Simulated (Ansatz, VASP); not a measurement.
# One calculation of Ga, two programs

The input INCAR:

```
PREC = Accurate
ENCUT = 520
EDIFF = 1E-7
ISMEAR = -1
SIGMA = 0.08
LREAL = F
LASPH = T
NELM = 80
ALGO = Normal
ISIF = 2
LWAVE = F
LCHARG = F
GGA = PS
NBANDS = 20
```

File KPOINTS:

```
regular mesh
0
Gamma
  13 13 13
```

The input POSCAR:

```
Ga
1.0
    0.0000000000      2.4293357295      2.4293357295
    2.4293357295      0.0000000000      2.4293357295
    2.4293357295      2.4293357295      0.0000000000
Ga
2
Direct
   -0.1250000000     -0.1250000000     -0.1250000000
    0.1250000000      0.1250000000      0.1250000000
```

Input for Ansatz:

```yaml
crystal:
  lattice:
    - [0.0, 2.4293357295, 2.4293357295]
    - [2.4293357295, 0.0, 2.4293357295]
    - [2.4293357295, 2.4293357295, 0.0]
  atoms:
    - { symbol: Ga, position: [-0.125, -0.125, -0.125] }
    - { symbol: Ga, position: [0.125, 0.125, 0.125] }
kpoints:
  mp_grid: { grid: [13, 13, 13] }
scf:
  occupations: { method: fermi_dirac, width: 0.08 }
hamiltonian:
  xc: pbesol
  pseudopotentials: { kind: all_electron, datasets: crystal }
output:
  forces: true
  stress: true
  eigenvalues: true
```

Change from the starting cell: volume scaled by 0.6, crystal datasets.

Alike in both runs: task single point; functional PBEsol; k mesh 13 × 13 × 13; occupations fermi-dirac, width 0.08 eV; no spin polarisation.

|  | VASP | Ansatz |
| --- | --- | --- |
| version | VASP 6.6.1 | Ansatz 0.2.0 |
| potentials or method | VASP PAW PBE potentials, release 64 (Ga_d) | all-electron PAW with datasets made for the crystal, scalar-relativistic |
| plane-wave cutoff (eV) | 520 | see its input |

```tsv
	VASP	Ansatz	Ansatz less VASP
pressure (GPa)	72.5	72.0	-0.45
```

Ansatz ran all-electron here, so the differences hold the error of VASP's frozen core and of both bases.

Caveats: the cell as given lies far from equilibrium; so large a pressure means that the cell lies far from this level's equilibrium, or that cutoff or potentials fall short (VASP); the potentials were made for another functional, which shifts forces and pressure (VASP).
